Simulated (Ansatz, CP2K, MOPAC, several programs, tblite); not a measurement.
Energy against volume for PbTe built on the wurtzite prototype (it has left that coordination), at fixed shape and fractional coordinates, computed by several methods (PBE and r2SCAN, where shown, with plane waves in Ansatz); the cell shown is that of r2SCAN. With free coordinates or axes held, a curve is too stiff, and on another method's shape its minimum isn't the method's own volume. The symmetry is P6_3mc (No. 186, hexagonal); conventional cell a = 5.498 Å, c = 6.575 Å, 43.04 Å³ an atom. Pb has 5 Te at 3.17–3.29 Å; Te has 5 Pb at 3.17–3.29 Å. The cell comes from a prototype generator: it can be a known phase or a hypothetical one. Spin polarisation is off. Energies count from each curve's lowest point; fits are third-order Birch-Murnaghan.

```
CELL_PARAMETERS angstrom
5.49841 0.00000 0.00000
-2.74920 4.76176 0.00000
0.00000 0.00000 6.57536
ATOMIC_POSITIONS crystal
Pb 0.33333 0.66667 0.93796
Pb 0.66667 0.33333 0.43796
Te 0.33333 0.66667 0.43704
Te 0.66667 0.33333 0.93704
```

GFN2-xTB (tblite), on the shape of the cell shown, as a cluster of 32 atoms at the zone centre:

| V (Å³/atom) | E (meV/atom) |
| --- | --- |
| 37.874 | 0.00 |
| 40.457 | 37.52 |
| 43.039 | 102.94 |
| 45.622 | 192.91 |
| 48.204 | 302.91 |

The lowest point is an end point, so the minimum isn't bracketed.

Task: PBE/DZVP (CP2K), on the shape of the cell shown, gives

| V (Å³/atom) | E (meV/atom) |
| --- | --- |
| 37.874 | 98.71 |
| 40.457 | 27.88 |
| 43.039 | 0.00 |
| 45.622 | 3.29 |
| 48.204 | 29.24 |

What equilibrium volume and bulk modulus follow?

Result: V₀ = 43.98 Å³ an atom and B₀ = 29 GPa.

PM7 (MOPAC), on the shape of the cell shown, as a cluster of 32 atoms at the zone centre:
```tsv
V (Å³/atom)	E (meV/atom)
37.874	0.00
40.457	184.86
43.039	410.17
45.622	657.57
48.204	907.39
```
The lowest point is an end point, so the minimum isn't bracketed.

PBE/SZV (CP2K), on the shape of the cell shown:
```csv
V (Å³/atom),E (meV/atom)
37.874,167.75
40.457,61.60
43.039,10.64
45.622,0.00
48.204,18.89
```
V₀ = 45.14 Å³ an atom and B₀ = 34 GPa.

PBE, on the shape of its own relaxed cell:
```tsv
V (Å³/atom)	E (meV/atom)
41.205	16.08
42.520	3.79
43.835	0.00
45.150	3.43
46.465	12.99
```
V₀ = 43.83 Å³ an atom and B₀ = 29 GPa.
